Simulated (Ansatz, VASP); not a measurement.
**Cross-check of P between VASP and Ansatz**

Wanted: the spread between two codes on one cell, functional and k mesh. The cell is taken from a series of runs on this material, whose earlier steps may have relaxed, scaled, displaced or heated it; both programs get it as it stands.

Method: plane waves, with VASP 6.6.1 beside it; G0W0 gap at PBE, in Ansatz 0.2.0.

### Step 1. Starting point

The cell holds 4 atoms: 4 P. Cell: a = 4.440 Å, b = 3.297 Å, c = 27.400 Å, α = 90.0°, β = 90.0°, γ = 90.0°. It derives from P. Vacuum lies along c.

Structure file:

```xyz
4
Lattice="4.4397 0.0000 0.0000 0.0000 3.2973 0.0000 0.0000 0.0000 27.4000" Properties=species:S:1:pos:R:3
P     1.8536    1.3136   12.6390
P     0.3662    2.9623   12.6390
P     4.0735    2.9623   14.7610
P     2.5860    1.3136   14.7610
```

### Step 2. VASP: G0W0 gap, PBE

Quasiparticle shifts depend on high empty states and on the cores, so they are the hardest test of two PAW sets.

Lines of VASP's logs that name or quote its potential files are left out, and so is its time.

The run reads the wave functions of an earlier VASP run, which isn't shown here.

Input file INCAR:

```
SYSTEM = P
PREC = Accurate
ENCUT = 300
ISMEAR = 0
SIGMA = 0.01
LREAL = .FALSE.
GGA = PE
NBANDS = 672
ALGO = EVGW0
NELMGW = 1
ENCUTGW = 80
NOMEGA = 64
PRECFOCK = Fast
NBANDSGW = 32
LWAVE = .FALSE.
LCHARG = .FALSE.
```

Input file POSCAR:

```
P
1.0
    4.4396593299      0.0000000000      0.0000000000
    0.0000000000      3.2973472277      0.0000000000
    0.0000000000      0.0000000000     27.4000000000
P
4
Direct
    0.4175149717      0.3983795000      0.4612761587
    0.0824850283      0.8983795000      0.4612761587
    0.9175149717      0.8983795000      0.5387238413
    0.5824850283      0.3983795000      0.5387238413
```

Input file KPOINTS:

```
Automatic mesh
0
Gamma
6 8 1
0 0 0
```

The projector-augmented-wave data sets are P_GW (PBE family, release 64).

Run with:

```bash
$ mpirun -np 16 vasp_std
```

Numbers of over 12 decimals in the logs are rounded to 6 here.

The log of the run:

```text
[banner, memory and clock lines left out]
running   16 mpi-ranks, on    1 nodes
 distrk:  each k-point on   16 cores,    1 groups
 distr:  one band on    1 cores,   16 groups

 POSCAR found type information on POSCAR P
 POSCAR found :  1 types and       4 ions
|                                                                             |
|           W    W    AA    RRRRR   N    N  II  N    N   GGGG   !!!           |
|           W    W   A  A   R    R  NN   N  II  NN   N  G    G  !!!           |
|           W    W  A    A  R    R  N N  N  II  N N  N  G       !!!           |
|           W WW W  AAAAAA  RRRRR   N  N N  II  N  N N  G  GGG   !            |
|           WW  WW  A    A  R   R   N   NN  II  N   NN  G    G                |
|           W    W  A    A  R    R  N    N  II  N    N   GGGG   !!!           |
|                                                                             |
|     For optimal performance we recommend to set                             |
|       NCORE = 2 up to number-of-cores-per-socket                            |
|     NCORE specifies how many cores store one orbital (NPAR=cpu/NCORE).      |
|     This setting can greatly improve the performance of VASP for DFT.       |
|     The default, NCORE=1 might be grossly inefficient on modern             |
|     multi-core architectures or massively parallel machines. Do your        |
|     Unfortunately you need to use the default for GW and RPA                |
|     calculations (for HF NCORE is supported but not extensively tested      |
|     yet).                                                                   |
|                                                                             |

|                                                                             |
|           W    W    AA    RRRRR   N    N  II  N    N   GGGG   !!!           |
|           W    W   A  A   R    R  NN   N  II  NN   N  G    G  !!!           |
|           W    W  A    A  R    R  N N  N  II  N N  N  G       !!!           |
|           W WW W  AAAAAA  RRRRR   N  N N  II  N  N N  G  GGG   !            |
|           WW  WW  A    A  R   R   N   NN  II  N   NN  G    G                |
|           W    W  A    A  R    R  N    N  II  N    N   GGGG   !!!           |
|                                                                             |
|     The default for ENCUTGWSOFT is different in this version of VASP.       |
|     please manually set ENCUTGWSOFT =80 in the INCAR file.                  |
|                                                                             |

 LDA part: xc-table for (Slater+PW92), standard interpolation
 found WAVECAR, reading the header
 POSCAR, INCAR and KPOINTS ok, starting setup
 FFT: planning ... GRIDC
 FFT: planning ... GRID_SOFT
 FFT: planning ... GRID
 reading WAVECAR
 the WAVECAR file was read successfully
 initial charge from wavefunction
 available memory per node:     35.67 GB, setting MAXMEM to     36527

 The Fermi energy was updated, please check that it is located mid-gap
 values below the HOMO (VB) or above the LUMO (CB) will cause erroneous energies
 E-fermi :  -2.5446

 calculate exact exchange contribution
 the WAVEDER file was read successfully
energies w=
    0.000    0.000    0.327    0.000    0.652    0.000    0.977    0.000
    1.299    0.000    1.619    0.000    1.935    0.000    2.248    0.000
    2.557    0.000    2.861    0.000    3.162    0.000    3.458    0.000
    3.751    0.000    4.039    0.000    4.324    0.000    4.605    0.000
    4.884    0.000    5.160    0.000    5.434    0.000    5.706    0.000
    5.977    0.000    6.248    0.000    6.519    0.000    6.791    0.000
    7.064    0.000    7.339    0.000    7.616    0.000    7.898    0.000
    8.183    0.000    8.475    0.000    8.772    0.000    9.077    0.000
    9.391    0.000    9.714    0.000   10.049    0.000   10.397    0.000
   10.759    0.000   11.139    0.000   11.538    0.000   11.958    0.000
   12.404    0.000   12.878    0.000   13.385    0.000   13.930    0.000
   14.519    0.000   15.158    0.000   15.857    0.000   16.626    0.000
   17.477    0.000   18.426    0.000   19.494    0.000   20.705    0.000
   22.093    0.000   23.702    0.000   25.589    0.000   27.836    0.000
   30.556    0.000   33.917    0.000   38.175    0.000   43.737    0.000
   51.304    0.000   62.181    0.000   79.115    0.000  109.042    0.000
 responsefunction array rank=     688
 LDA part: xc-table for (Slater+PW92), standard interpolation

 min. memory requirement per mpi rank    830.6 MB, per node  13289.0 MB

 allocating   4 responsefunctions rank=   688
 shmem allocating  64 responsefunctions rank=   688
 response function shared by NCSHMEM nodes    1
 Doing            4  frequencies on each core in blocks of           64
NQ=   1    0.0000    0.0000    0.0000,
|.........|.........|.........|.........|.........|.........|.........|.........
 performed       1495000 updates of chi_q(r,r)
 total number of BLAS operations       5102.17 Gflops
NQ=   2    0.1667    0.0000    0.0000,
|.........|.........|.........|.........|.........|.........|.........|.........
 performed       3678000 updates of chi_q(r,r)
 total number of BLAS operations      12689.26 Gflops
NQ=   3    0.3333    0.0000    0.0000,
|.........|.........|.........|.........|.........|.........|.........|.........
 performed       5861000 updates of chi_q(r,r)
 total number of BLAS operations      20672.84 Gflops
NQ=   4    0.5000    0.0000    0.0000,
|.........|.........|.........|.........|.........|.........|.........|.........
 performed       7356000 updates of chi_q(r,r)
 total number of BLAS operations      26108.46 Gflops
NQ=   5    0.0000    0.1250    0.0000,
|.........|.........|.........|.........|.........|.........|.........|.........
 performed       9367000 updates of chi_q(r,r)
 total number of BLAS operations      32887.35 Gflops
NQ=   6    0.1667    0.1250    0.0000,
|.........|.........|.........|.........|.........|.........|.........|.........
 performed      12066000 updates of chi_q(r,r)
 total number of BLAS operations      42295.98 Gflops
NQ=   7    0.3333    0.1250    0.0000,
|.........|.........|.........|.........|.........|.........|.........|.........
 performed      14765000 updates of chi_q(r,r)
 total number of BLAS operations      51962.95 Gflops
NQ=   8    0.5000    0.1250    0.0000,
|.........|.........|.........|.........|.........|.........|.........|.........
 performed      16776000 updates of chi_q(r,r)
 total number of BLAS operations      59187.64 Gflops
NQ=   9    0.0000    0.2500    0.0000,
|.........|.........|.........|.........|.........|.........|.........|.........
 performed      18787000 updates of chi_q(r,r)
 total number of BLAS operations      66177.05 Gflops
NQ=  10    0.1667    0.2500    0.0000,
|.........|.........|.........|.........|.........|.........|.........|.........
 performed      21486000 updates of chi_q(r,r)
 total number of BLAS operations      75274.67 Gflops
NQ=  11    0.3333    0.2500    0.0000,
|.........|.........|.........|.........|.........|.........|.........|.........
 performed      24185000 updates of chi_q(r,r)
 total number of BLAS operations      84456.59 Gflops
NQ=  12    0.5000    0.2500    0.0000,
|.........|.........|.........|.........|.........|.........|.........|.........
 performed      26196000 updates of chi_q(r,r)
 total number of BLAS operations      91467.23 Gflops
NQ=  13    0.0000    0.3750    0.0000,
|.........|.........|.........|.........|.........|.........|.........|.........
 performed      28207000 updates of chi_q(r,r)
 total number of BLAS operations      98372.04 Gflops
NQ=  14    0.1667    0.3750    0.0000,
|.........|.........|.........|.........|.........|.........|.........|.........
 performed      30906000 updates of chi_q(r,r)
 total number of BLAS operations     107219.09 Gflops
NQ=  15    0.3333    0.3750    0.0000,
|.........|.........|.........|.........|.........|.........|.........|.........
 performed      33605000 updates of chi_q(r,r)
 total number of BLAS operations     115873.66 Gflops
NQ=  16    0.5000    0.3750    0.0000,
|.........|.........|.........|.........|.........|.........|.........|.........
 performed      35616000 updates of chi_q(r,r)
 total number of BLAS operations     122383.71 Gflops
NQ=  17    0.0000    0.5000    0.0000,
|.........|.........|.........|.........|.........|.........|.........|.........
 performed      37111000 updates of chi_q(r,r)
 total number of BLAS operations     127532.87 Gflops
NQ=  18    0.1667    0.5000    0.0000,
|.........|.........|.........|.........|.........|.........|.........|.........
 performed      39294000 updates of chi_q(r,r)
 total number of BLAS operations     134510.99 Gflops
NQ=  19    0.3333    0.5000    0.0000,
|.........|.........|.........|.........|.........|.........|.........|.........
 performed      41477000 updates of chi_q(r,r)
 total number of BLAS operations     141622.24 Gflops
NQ=  20    0.5000    0.5000    0.0000,
|.........|.........|.........|.........|.........|.........|.........|.........
 performed      42972000 updates of chi_q(r,r)
 total number of BLAS operations     146401.52 Gflops
 resolving degeneracies of screened two electron integrals

 calculate QP shifts <psi_nk| G(iteration)W_0 |psi_nk>: iteration 1
 entering main loop
```

From OUTCAR (step 2):

```text
ion  position               nearest neighbor table
   1  0.418  0.398  0.461-   2 2.22   2 2.22   4 2.24
   2  0.082  0.898  0.461-   1 2.22   1 2.22   3 2.24
   3  0.918  0.898  0.539-   4 2.22   4 2.22   2 2.24
   4  0.582  0.398  0.539-   3 2.22   3 2.22   1 2.24

  LATTYP: Found a simple orthorhombic cell.
 ALAT       =     3.2973472277
 B/A-ratio  =     1.3464336703
 C/A-ratio  =     8.3097102331

 Subroutine GETGRP returns: Found  8 space group operations
 (whereof  2 operations were pure point group operations)

The static configuration has the point symmetry C_2 .
 The point group associated with its full space group is D_2h.

 Found     20 irreducible k-points:

   k-points           NKPTS =     20   k-points in BZ     NKDIM =     48   number of bands    NBANDS=    672

   dimension x,y,z NGX =    28 NGY =   20 NGZ =  160
   dimension x,y,z NGXF=    56 NGYF=   40 NGZF=  320

   ENCUT  =  300.0 eV  22.05 Ry    4.70 a.u.   6.27  4.66 38.70*2*pi/ulx,y,z

   NELECT =      20.0000    total number of electrons

  energy-cutoff  :      300.00
  volume of cell :      401.11
      direct lattice vectors                 reciprocal lattice vectors
     4.439659330  0.000000000  0.000000000     0.225242508  0.000000000  0.000000000
     0.000000000  3.297347228  0.000000000     0.000000000  0.303274096  0.000000000
     0.000000000  0.000000000 27.400000000     0.000000000  0.000000000  0.036496350

 k-points in reciprocal lattice and weights: Automatic mesh
   0.00000000  0.00000000  0.00000000       0.021
   0.16666667  0.00000000  0.00000000       0.042
   0.33333333  0.00000000  0.00000000       0.042
   0.50000000  0.00000000  0.00000000       0.021
   0.00000000  0.12500000  0.00000000       0.042
   0.16666667  0.12500000  0.00000000       0.083
   0.33333333  0.12500000  0.00000000       0.083
   0.50000000  0.12500000  0.00000000       0.042
   0.00000000  0.25000000  0.00000000       0.042
[...]
0.33333333  0.50000000  0.00000000       0.042
   0.50000000  0.50000000  0.00000000       0.021

 E-fermi :  -2.5446

 QP shifts <psi_nk| G(iteration)W_0 |psi_nk>: iteration 1
 for sc-GW calculations column KS-energies equals QP-energies in previous step
 and V_xc(KS)=  KS-energies - (<T + V_ion + V_H > + <T+V_H+V_ion>^1  + <V_x>^1)
 k-point   1 :       0.0000    0.0000    0.0000
  band No.  KS-energies  QP-energies   sigma(KS)   V_xc(KS)     V^pw_x(r,r')   Z            occupation Imag(sigma)
    ...
      7      -6.3943      -6.9230     -13.1954     -12.4546     -15.0849       0.7137       2.0000       0.0698
      8      -4.7828      -5.4152     -11.6370     -10.7394     -13.2167       0.7045       2.0000       0.0789
      9      -4.6947      -5.1530     -13.4837     -12.8601     -14.7592       0.7350       2.0000       0.0509
     10      -2.9123      -3.4028     -12.4535     -11.7850     -13.1525       0.7337       2.0000       0.0408
     11      -2.1768      -1.6872      -9.2349      -9.8887      -6.3174       0.7490       0.0000      -0.0475
     12      -1.3693      -0.7578     -10.1561     -10.9706      -6.5231       0.7509       0.0000      -0.0567
     13      -0.2193       0.5346     -10.8186     -11.8468      -6.8182       0.7332       0.0000      -0.0679
     14       0.5236       1.2599     -11.0825     -12.1228      -6.7890       0.7078       0.0000      -0.0996
    ...

 k-point   2 :       0.1667    0.0000    0.0000
  band No.  KS-energies  QP-energies   sigma(KS)   V_xc(KS)     V^pw_x(r,r')   Z            occupation Imag(sigma)
    ...
      7      -6.2775      -6.8038     -13.2157     -12.4827     -15.0554       0.7180       2.0000       0.0686
      8      -4.7788      -5.2400     -13.4886     -12.8599     -14.7907       0.7336       2.0000       0.0516
      9      -4.0577      -4.6275     -12.1721     -11.3823     -13.4009       0.7215       2.0000       0.0585
     10      -3.7876      -4.2788     -12.0375     -11.3577     -12.9333       0.7227       2.0000       0.0532
     11      -1.4304      -0.9734      -9.2891      -9.9039      -6.3206       0.7433       0.0000      -0.0560
     12      -1.2369      -0.6180     -10.1156     -10.9403      -6.4073       0.7505       0.0000      -0.0581
     13      -0.5107       0.2298     -10.8380     -11.8430      -6.9856       0.7367       0.0000      -0.0625
     14       0.3463       1.0709     -10.9114     -11.9295      -6.7575       0.7117       0.0000      -0.0890
    ...

 k-point   3 :       0.3333    0.0000    0.0000
  band No.  KS-energies  QP-energies   sigma(KS)   V_xc(KS)     V^pw_x(r,r')   Z            occupation Imag(sigma)
    ...
      7      -5.5388      -6.1041     -12.3635     -11.5822     -14.1035       0.7236       2.0000       0.1131
      8      -5.0557      -5.5288     -13.4593     -12.8130     -14.8452       0.7319       2.0000       0.0539
      9      -4.9265      -5.4769     -11.9528     -11.1711     -13.5868       0.7043       2.0000       0.0953
     10      -3.1880      -3.6912     -12.7906     -12.1059     -13.7007       0.7350       2.0000       0.0446
     11      -1.0190      -0.3019     -10.7237     -11.6864      -7.0754       0.7448       0.0000      -0.0552
     12      -0.9969      -0.3892     -10.0119     -10.8297      -6.4237       0.7431       0.0000      -0.0605
     13      -0.3205       0.1882      -9.1298      -9.8168      -5.5468       0.7404       0.0000      -0.0814
     14       0.2141       0.9217     -10.7207     -11.7071      -6.7256       0.7173       0.0000      -0.0808
    ...

 k-point   4 :       0.5000    0.0000    0.0000
  band No.  KS-energies  QP-energies   sigma(KS)   V_xc(KS)     V^pw_x(r,r')   Z            occupation Imag(sigma)
    ...
      7      -5.4952      -5.9866     -13.3702     -12.6932     -14.9018       0.7259       2.0000       0.0576
      8      -5.4952      -5.9866     -13.3702     -12.6932     -14.9018       0.7259       2.0000       0.0576
      9      -3.9619      -4.4485     -12.6276     -11.9582     -13.6314       0.7269       2.0000       0.0541
     10      -3.9619      -4.4485     -12.6276     -11.9582     -13.6314       0.7269       2.0000       0.0541
     11      -0.8373      -0.1762     -10.6430     -11.5380      -7.0860       0.7387       0.0000      -0.0583
     12      -0.8373      -0.1762     -10.6430     -11.5380      -7.0860       0.7387       0.0000      -0.0583
     13       0.5452       1.2456     -10.7034     -11.6854      -6.6095       0.7132       0.0000      -0.0906
     14       0.5452       1.2456     -10.7034     -11.6854      -6.6095       0.7132       0.0000      -0.0906
    ...

[... 4 further parts left out ...]
```

(Continued in part 2 of 2.)

[Lines on the potential files, build, host, timing and source positions are cut from VASP's logs without a mark.]

[Logs are printed without paths, hosts, clocks, repeated set-up lines and the standing remarks that a program may print on its own settings, such as how far it seeks lower states.]

[Hosts, paths, dates, database ids (printed as entryN), source tags and the programs' standing remarks are cut or masked in the printed files.]
